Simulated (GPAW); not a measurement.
## H-SnSn-H chair monolayer: simulated STM images

What would a tunnelling microscope show on H-SnSn-H chair monolayer?

Calculated with GPAW 26.7.0; GPAW, PAW setups; layer in a repeated cell with vacuum, relaxation of atoms and in-plane cell, in the first sound run; inputs show where later runs differ.

## 1. Set-up

The cell holds 4 atoms: 2 H and 2 Sn. Its edges and angles: a = 4.587 Å, b = 4.587 Å, c = 18.327 Å, α = 90.0°, β = 90.0°, γ = 120.0°. Vacuum lies along c.

Coordinates:

```cif
data_structure
_symmetry_space_group_name_H-M 'P 1'
_symmetry_Int_Tables_number 1
_cell_length_a 4.5870
_cell_length_b 4.5870
_cell_length_c 18.3267
_cell_angle_alpha 90.000
_cell_angle_beta 90.000
_cell_angle_gamma 120.000
_cell_volume 333.94
loop_
_atom_site_label
_atom_site_type_symbol
_atom_site_fract_x
_atom_site_fract_y
_atom_site_fract_z
_atom_site_occupancy
H1 H 0.66667 0.33333 0.38196 1
Sn2 Sn 0.66667 0.33333 0.47472 1
Sn3 Sn 0.33333 0.66667 0.52528 1
H4 H 0.33333 0.66667 0.61804 1
```

## 2. Relaxation

Forces are removed first; all later runs use this geometry.

run.py

```python
import json
import numpy as np
from ase import Atoms
from ase.filters import FrechetCellFilter
from ase.optimize import BFGS
from gpaw import GPAW, PW

slab = Atoms(
    ['H', 'Sn', 'Sn', 'H'],
    positions=[
        [2.29350, 1.32415, 7.00000],
        [2.29350, 1.32415, 8.70000],
        [-0.00000, 2.64831, 9.62667],
        [-0.00000, 2.64831, 11.32667]],
    cell=[[4.587, 0.0, 0.0], [-2.2935, 3.97246, 0.0], [0.0, 0.0, 18.3267]],
    pbc=[True, True, True])

slab.calc = GPAW(mode=PW(600), xc='PBE', kpts={'size': (9, 9, 1), 'gamma': True},
                 occupations={'name': 'fermi-dirac', 'width': 0.05}, nbands='200%',
                 convergence={'density': 1e-05}, maxiter=200,
                 symmetry={'tolerance': 1e-3}, txt='slab.txt')
result = {}
# The in-plane cell is free; stress needs a cell that repeats along all three vectors
path = []
opt = BFGS(FrechetCellFilter(slab, mask=[1, 1, 0, 0, 0, 1]), maxstep=0.2)
opt.attach(lambda: path.append((slab.get_potential_energy(), slab.positions.tolist(), slab.get_forces().tolist())))
result['relaxed'] = bool(opt.run(fmax=0.02, steps=45))
result['path'] = path
result['cell'] = slab.cell.tolist()
print('in-plane lattice', slab.cell.cellpar().round(4)[[0, 1, 5]])
energy = slab.get_potential_energy()
fermi = slab.calc.get_fermi_level()
v = slab.calc.get_electrostatic_potential().mean((0, 1)) - fermi
n = slab.calc.get_pseudo_density().mean((0, 1))
L = slab.cell[2, 2]
z = np.arange(len(v)) * L / len(v)
low, high = slab.positions[:, 2].min(), slab.positions[:, 2].max()
below, above = np.interp([low - 4.8, high + 4.8], z, v)
slopes = [np.interp(x, z, np.gradient(v, z)) for x in (low - 4.8, high + 4.8)]
eps = np.array([[slab.calc.get_eigenvalues(k, s) for k in range(len(slab.calc.get_ibz_k_points()))]
                for s in range(slab.calc.get_number_of_spins())]) - fermi
top, bottom = eps[eps < 0].max(), eps[eps > 0].min()
dipole = slab.get_dipole_moment()[2]
print(f'energy {energy:.4f} eV, Fermi level {fermi:.4f} eV, dipole {dipole:.5f} e A')
print(f'potential 4.8 A off the faces, from the Fermi level: lower {below:.4f} eV, upper {above:.4f} eV')
print(f'slope of the potential there: lower {slopes[0]:.5f}, upper {slopes[1]:.5f} eV/A')
print(f'nearest levels on the mesh: {top:.4f} and {bottom:.4f} eV')
print('magnetic moment', round(slab.get_magnetic_moment(), 3))
result.update(energy=energy, fermi=fermi, dipole=dipole, below=below, above=above, slopes=slopes, edges=[top, bottom],
              z=z.tolist(), v=v.tolist(), n=n.tolist(), positions=slab.positions.tolist(),
              forces=slab.get_forces(apply_constraint=False).tolist(), moments=slab.get_magnetic_moments().tolist())
json.dump(result, open('result.json', 'w'))
```

Run with:

```bash
OMP_NUM_THREADS=1 OPENBLAS_NUM_THREADS=1 python run.py
```

The log of the run:

```text
Step          Energy          fmax
BFGS:    0      -14.038891        0.565568
BFGS:    1      -14.051067        0.332357
BFGS:    2      -14.061481        0.246799
BFGS:    3      -14.064089        0.232431
BFGS:    4      -14.072442        0.212223
BFGS:    5      -14.078616        0.217140
BFGS:    6      -14.082167        0.140739
BFGS:    7      -14.083038        0.074537
BFGS:    8      -14.083396        0.080213
BFGS:    9      -14.084043        0.102118
BFGS:   10      -14.084762        0.086294
BFGS:   11      -14.085237        0.036323
BFGS:   12      -14.085363        0.007481
in-plane lattice [  4.7032   4.7032 120.    ]
energy -14.0853 eV, Fermi level -2.8060 eV, dipole -0.00023 e A
potential 4.8 A off the faces, from the Fermi level: lower 4.7427 eV, upper 4.7433 eV
slope of the potential there: lower -0.00018, upper -0.00006 eV/A
nearest levels on the mesh: -0.2586 and 0.2211 eV
magnetic moment 0.0
```

It took 11 min on 1 thread of Arm Neoverse V2, shared host; peak memory 0.5 GiB.

Numbers from this step:

```yaml
dipole_along_the_normal: -2.31e-4 e·Å
levels_nearest_the_fermi_level_on_the_mesh: -0.2586, 0.2211 eV from the Fermi level
```

Table of electrostatic potential energy of an electron (without an applied field's), less the Fermi level, planar mean by z:

```tsv
z (Å)	electrostatic potential energy of an electron (without an applied field's), less the Fermi level, planar mean (eV)
0.0	4.74
0.5	4.74
1.0	4.74
1.5	4.74
2.0	4.74
2.5	4.74
3.0	4.74
3.5	4.74
4.0	4.74
4.5	4.74
5.0	4.74
5.5	4.72
6.0	4.63
6.5	4.26
7.0	3.07
7.5	2.92
8.0	-0.282
8.5	-7.94
9.0	-11.9
9.5	-11.5
10.0	-4.97
10.5	1.30
11.0	3.18
11.5	3.52
12.0	4.45
12.5	4.68
13.0	4.73
13.5	4.74
14.0	4.74
14.5	4.74
15.0	4.74
15.5	4.74
16.0	4.74
16.5	4.74
17.0	4.74
17.5	4.74
18.0	4.74
```

The pseudo valence density, planar mean by z:

```tsv
z (Å)	pseudo valence density, planar mean (e/Å³)
4.5	6.1e-5
5.0	2.7e-4
5.5	0.00124
6.0	0.00550
6.5	0.0232
7.0	0.0685
7.5	0.0738
8.0	0.143
8.5	0.597
9.0	0.763
9.5	0.838
10.0	0.368
10.5	0.101
11.0	0.0726
11.5	0.0516
12.0	0.0143
12.5	0.00329
13.0	7.4e-4
13.5	1.6e-4
14.0	3.6e-5
```

The relaxation lowered the energy of the cell by 0.0464 eV (energies extrapolated to zero smearing; the optimiser's log prints free energies). The largest force left on a free atom is 0.0075 eV/Å.

## 3. Plane waves, PBE

With the geometry fixed, the planar mean of the potential gives the vacuum level on each side.

This step: GPAW, PAW setups; slab in vacuum (GPAW 26.7.0).

run.py

```python
import json
import numpy as np
from ase import Atoms
from ase.dft.stm import STM
from gpaw import GPAW, PW

slab = Atoms(
    ['H', 'Sn', 'Sn', 'H'],
    positions=[
        [2.35161, 1.35770, 7.00000],
        [2.35161, 1.35770, 8.73484],
        [0.00000, 2.71541, 9.55810],
        [0.00000, 2.71541, 11.29294]],
    cell=[[4.70321, -0.0, 0.0], [-2.35161, 4.0731, 0.0], [0.0, 0.0, 18.2929]],
    pbc=[True, True, False])

slab.calc = GPAW(mode=PW(500), xc='PBE', kpts={'size': (9, 9, 1), 'gamma': True},
                 occupations={'name': 'fermi-dirac', 'width': 0.05}, nbands='200%',
                 convergence={'density': 1e-05}, maxiter=200,
                 poissonsolver={'dipolelayer': 'xy'},
                 symmetry={'tolerance': 1e-3}, txt='slab.txt')
result = {}
energy = slab.get_potential_energy()
fermi = slab.calc.get_fermi_level()
v = slab.calc.get_electrostatic_potential().mean((0, 1)) - fermi
n = slab.calc.get_pseudo_density().mean((0, 1))
L = slab.cell[2, 2]
z = np.arange(len(v)) * L / len(v)
low, high = slab.positions[:, 2].min(), slab.positions[:, 2].max()
below, above = np.interp([low - 4.8, high + 4.8], z, v)
slopes = [np.interp(x, z, np.gradient(v, z)) for x in (low - 4.8, high + 4.8)]
eps = np.array([[slab.calc.get_eigenvalues(k, s) for k in range(len(slab.calc.get_ibz_k_points()))]
                for s in range(slab.calc.get_number_of_spins())]) - fermi
top, bottom = eps[eps < 0].max(), eps[eps > 0].min()
dipole = slab.get_dipole_moment()[2]
print(f'energy {energy:.4f} eV, Fermi level {fermi:.4f} eV, dipole {dipole:.5f} e A')
print(f'potential 4.8 A off the faces, from the Fermi level: lower {below:.4f} eV, upper {above:.4f} eV')
print(f'slope of the potential there: lower {slopes[0]:.5f}, upper {slopes[1]:.5f} eV/A')
print(f'nearest levels on the mesh: {top:.4f} and {bottom:.4f} eV')
print('magnetic moment', round(slab.get_magnetic_moment(), 3))
result.update(energy=energy, fermi=fermi, dipole=dipole, below=below, above=above, slopes=slopes, edges=[top, bottom],
              z=z.tolist(), v=v.tolist(), n=n.tolist(), positions=slab.positions.tolist(),
              forces=slab.get_forces(apply_constraint=False).tolist(), moments=slab.get_magnetic_moments().tolist())

# Images need the states of the whole zone, up to time reversal
slab.calc = slab.calc.fixed_density(symmetry={'point_group': False}, txt='states.txt', nbands='290%',
                                    convergence={'bands': 'CBM+1.3'})
stm = STM(slab)
result['stm'] = []
for bias in [-1.0, 1.0]:
    height = high + 3.0
    current = stm.get_averaged_current(bias, height)
    x, y, h = stm.scan(bias, current)
    i, f = divmod(height / L * stm.ldos.shape[2], 1)
    I = abs((1 - f) * stm.ldos[:, :, int(i)] + f * stm.ldos[:, :, int(i) + 1])
    print(f'bias {bias} V: mean current at 3.0 A {current:.4e}, corrugation {np.ptp(h):.4f} A')
    result['stm'].append(dict(bias=bias, current=current, h=(h - high).tolist(), I=I.tolist()))
json.dump(result, open('result.json', 'w'))
```

The log of the run:

```text
energy -14.0543 eV, Fermi level -2.8021 eV, dipole 0.00025 e A
potential 4.8 A off the faces, from the Fermi level: lower 4.7441 eV, upper 4.7412 eV
slope of the potential there: lower -0.00003, upper 0.00003 eV/A
nearest levels on the mesh: -0.2581 and 0.2206 eV
magnetic moment 0.0
bias -1.0 V: mean current at 3.0 A 2.4725e-08, corrugation 0.4954 A
bias 1.0 V: mean current at 3.0 A 1.6818e-07, corrugation 0.2294 A
```

Run time: 3.1 min. Hardware: 1 thread; peak memory 0.68 GiB.

Numbers from this step:

```
dipole along the normal                    : 2.50e-4 e·Å
levels nearest the Fermi level on the mesh : -0.2581, 0.2206 eV from the Fermi level
upper work function                        : 4.741 eV
lower work function                        : 4.744 eV
corrugation -1                             : 0.4954 Å
corrugation 1                              : 0.2294 Å
upper ionisation energy                    : 4.999 eV
```

Electrostatic potential energy of an electron (without an applied field's), less the Fermi level, planar mean against z:

```tsv
z (Å)	electrostatic potential energy of an electron (without an applied field's), less the Fermi level, planar mean (eV)
0.0	4.74
0.5	4.74
1.0	4.74
1.5	4.74
2.0	4.74
2.5	4.74
3.0	4.74
3.5	4.74
4.0	4.74
4.5	4.74
5.0	4.74
5.5	4.72
6.0	4.63
6.5	4.24
7.0	3.06
7.5	2.87
8.0	-0.452
8.5	-8.21
9.0	-11.9
9.5	-11.4
10.0	-4.67
10.5	1.43
11.0	3.17
11.5	3.57
12.0	4.47
12.5	4.68
13.0	4.73
13.5	4.74
14.0	4.74
14.5	4.74
15.0	4.74
15.5	4.74
16.0	4.74
16.5	4.74
17.0	4.74
17.5	4.74
18.0	4.74
```

The pseudo valence density, planar mean by z:

```tsv
z (Å)	pseudo valence density, planar mean (e/Å³)
4	1.4e-5
5	2.9e-4
6	0.00582
7	0.0686
8	0.147
9	0.759
10	0.354
11	0.0731
12	0.0133
13	6.9e-4
14	3.5e-5
```

Tip height over the top atom over a1 and a2. Sample bias -1 V, constant current at the mean current 3.0 Å over the top atom.

Ten even steps from '0' (2.61 Å) to '9' (3.11 Å):
```
7777888988999998898887777
7778889999999999998887777
7788899999999999998887777
7888999999999999998887777
7889999999999999998877777
8899999999999999998877777
8999999988899999998777777
8899999888899999887766677
8899999888999998877666677
8999999889999998776555677
8999999999999987765445677
8999999999999877654445677
8999999999998776533335677
8999999999987765321235677
8899999998877653100135677
8899999988776531000135677
8999999987765320000235677
8888888877654310001345677
8888888776544321123445677
7888877766544333334456677
7777777766555555555566777
7777777766666666666667777
7777777777777777777777777
7777777777777777777777777
7777778888888888888877777
```
Columns: a1 from 0 to 0.96; rows upwards: a2 from 0 to 0.96.

Local density of states summed over the bias window over a1 and a2. Sample bias -1 V, constant height 3.0 Å over the top atom.

Ten even steps from '_' (1.13 × 1e-8 arbitrary) to '@' (3.27 × 1e-8 arbitrary):
```
++++++******########%%%%%%%%%%########******++++++
++++**######%%%%%%%%%%%%%%%%%%%%%%%%######**++++++
++**######%%@@@@@@@@%%%%%%@@@@@@@@%%######**++++++
****####%%@@@@@@@@@@%%%%@@@@@@@@@@%%####****++++++
****##%%@@@@@@@@@@@@%%@@@@@@@@@@@@%%##******++++**
**##%%@@@@@@%%%%%%%%%%%%%%%%@@@@@@%%##****++++++**
####%%@@@@@@%%%%######%%%%@@@@@@%%####**++====++**
**##%%@@@@@@%%########%%@@@@@@%%##****++======++**
**##%%@@@@@@%%######%%@@@@@@%%##****++========++**
##%%%%%%%%%%%%####%%%%%%%%%%%%##**++==------==++**
##%%%%%%%%@@%%%%%%@@%%%%%%%%##**====--::::--====**
##%%%%%%@@@@%%%%@@@@%%%%%%##**==--::::..::::--==**
##%%%%@@@@@@%%@@@@@@%%%%##**==--::........::--==**
##%%%%@@@@@@@@@@@@%%%%##**==--::..______..::--==**
####%%@@@@@@@@@@%%####**==--::..________..::--==**
**##%%@@@@@@@@%%##****==--::..__________..::--==**
**##%%%%%%%%%%##****++==::..____________..::==++**
################**++==--::..__________..::--==++**
****######******++==--::....________....::--==++**
****####******++====--::::..........::::--====++**
************++======----::::::::::::----======++**
++++++++++++++==========----------==========++++++
++++++++++++++++++++++============++++++++++++++++
++++++++++**********************************++++++
++++++++******##****############****##******++++++
```
Columns: a1 from 0 to 0.96; rows upwards: a2 from 0 to 0.96.

Tip height over the top atom over a1 and a2. Sample bias 1 V, constant current at the mean current 3.0 Å over the top atom.

Ten even steps from '0' (2.89 Å) to '9' (3.12 Å):
```
0011223455666665543221100
0112334566777766543321100
1123345677888776543321100
1233456788888876543321111
2234567889998876543222112
3345678999999876543322122
3456789999999876543322223
4567889999998876543222223
4567899999998765433322333
5678899999988765433323334
5678899999887654433223344
5678889988876554333233345
5677888887765543333333345
5667777776655433332333345
5566666665544333322333344
4555555554443333222333344
4444444443333332222333333
3333333333333322222333333
3233323323322333333223323
2222222222223333333222222
1111122222333333333322222
1111111223333333333322111
0000112223344444433222110
0000122333445554433322100
0001123344555555443321100
```
Columns: a1 from 0 to 0.96; rows upwards: a2 from 0 to 0.96.

Local density of states summed over the bias window over a1 and a2. Sample bias 1 V, constant height 3.0 Å over the top atom.

Ten even steps from '0' (1.35 × 1e-7 arbitrary) to '9' (2.19 × 1e-7 arbitrary):
```
0001122344555554432211000
0011224456666665442211000
0112334567777765433211000
1123345678888765433211101
1223456789998765432211111
2244567899998765442221112
2345678999998765432211112
3456789999998765432221222
3467899999998764332222223
4567899999987654332212233
4567899999876544322222234
5567888888765543222222234
5567777777655433222222334
4566666666544332222222334
4455555554443322222222334
3444444443332222222222233
3343334333322222222222233
2223322222222222222222222
2222222222222222222222222
1111112122122222222212212
1111111112222222222221111
0000111122222333222221111
0000011122333333332211100
0000112223344444332221100
0000112233445544332211000
```
Columns: a1 from 0 to 0.96; rows upwards: a2 from 0 to 0.96.

The layer is gapped, so the Fermi level lies somewhere inside the gap, set by smearing and numerics, and these work functions are no property of the material; the band edges below the vacuum level are. The potential is flat to 3.2e-5 eV/Å where it is read, so the vacuum is wide enough.

## 4. Outcome

| Property | Result |
| --- | --- |
| work function, both faces (Fermi level placed in the gap by the smearing) | 4.74 eV |
| ionisation energy from the upper face (highest filled level on the mesh) | 5.00 eV |
| electron affinity from the upper face (lowest empty Kohn-Sham level on the mesh) | 4.52 eV |
| dipole along the normal | 2.5e-4 e Å |
| corrugation at -1 V | 0.495 Å |
| corrugation at 1 V | 0.229 Å |

In words: The corrugation at constant current is largest at -1 V, where the tip height varies by 0.50 Å over the cell. Negative sample bias images filled states, positive bias empty ones. The levels nearest the Fermi level on the mesh lie 0.479 eV apart, so the slab is gapped there: the smearing puts the Fermi level inside the gap, and from either face the ionisation energy is the work function plus 0.26 eV. Both are Kohn-Sham levels on the mesh, and semilocal gaps are too small, so the affinity tends to come out too large and the ionisation energy too small. The images are of Tersoff-Hamann type: an s-wave tip, no tip-sample forces, heights closer than in a microscope. Biases count from a Fermi level whose place in the gap is arbitrary, so only their reach past the band edges has a meaning. The small printed dipole stands for a step of -2.4 meV from the lower to the upper face, and the probes find -2.9 meV; values this small are near the numerical noise of both. The layer's cell and atoms come from the relaxation; spin-orbit coupling and temperature are left out.

[Logs are printed without paths, hosts, clocks, repeated set-up lines and the standing remarks that a program may print on its own settings, such as how far it seeks lower states.]

[Hosts, paths, dates, database ids (printed as entryN), source tags and the programs' standing remarks are cut or masked in the printed files.]
